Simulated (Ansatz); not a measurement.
# Step by step: BAs, relaxation of cell and atoms

Method: Ansatz 0.2.0, DFT, PBE, PAW with Ansatz's default frozen-core files, scalar-relativistic.

Command: `ansatz run input.yaml --threads 1 --pin off --max-ram 2048MiB --backend cpu --events-out ev --progress --plain --runs-dir out` The run took about 7.9 s on 1 thread of a shared machine.

```yaml
crystal:
  lattice:
    - [0.0, 2.2322827293, 2.2322827293]
    - [2.2322827293, 0.0, 2.2322827293]
    - [2.2322827293, 2.2322827293, 0.0]
  atoms:
    - { symbol: B, position: [0.0, 0.0, 0.0] }
    - { symbol: As, position: [0.5, 0.5, 0.5] }
kpoints:
  mp_grid: { grid: [14, 14, 14] }
scf:
  occupations: { method: fermi_dirac, width: 0.05 }
hamiltonian:
  xc: pbe
  pseudopotentials: { kind: paw }
output:
  forces: true
  stress: true
relax:
  f_tol: 0.005
  max_steps: 80
  cell: {}
```

The cell is built from the rocksalt type as a first guess.

The cutoff is 420 eV; energies and pressures of the walk include the program's estimate of the Pulay term.

Each frame lists the cell vectors (Å), then Cartesian positions (Å); symmetry keeps all forces zero. Free energies count from the first step, -5010.2081 eV.

The walk took 7 evaluations in all; steps that aren't listed are left out.

Step 1: E = 0.0 meV, P = 15.65 GPa

```
cell 0.0000 2.2323 2.2323 2.2323 0.0000 2.2323 2.2323 2.2323 0.0000
B     0.0000    0.0000    0.0000
As    2.2323    2.2323    2.2323
```

Step 2: E = -95.9 meV, P = 3.25 GPa

```
cell 0.0000 2.2882 2.2882 2.2882 0.0000 2.2882 2.2882 2.2882 0.0000
B     0.0000    0.0000    0.0000
As    2.2882    2.2882    2.2882
```

Step 3: E = -101.2 meV, P = 0.44 GPa

```
cell 0.0000 2.3038 2.3038 2.3038 0.0000 2.3038 2.3038 2.3038 0.0000
B     0.0000    0.0000    0.0000
As    2.3038    2.3038    2.3038
```

How does the relaxation end?

It converges, with a = 4.614 Å, b = 4.614 Å, c = 4.614 Å, α = 90.00°, β = 90.00°, γ = 90.00° (conventional cell, space group Fm-3m). The last solve (on a basis chosen afresh for the final cell, so its energy is not quite comparable) gives E = -103.2 meV, P = 0.00 GPa:
```
cell 0.0000 2.3068 2.3068 2.3068 0.0000 2.3068 2.3068 2.3068 0.0000
B     0.0000    0.0000    0.0000
As    2.3068    2.3068    2.3068
```
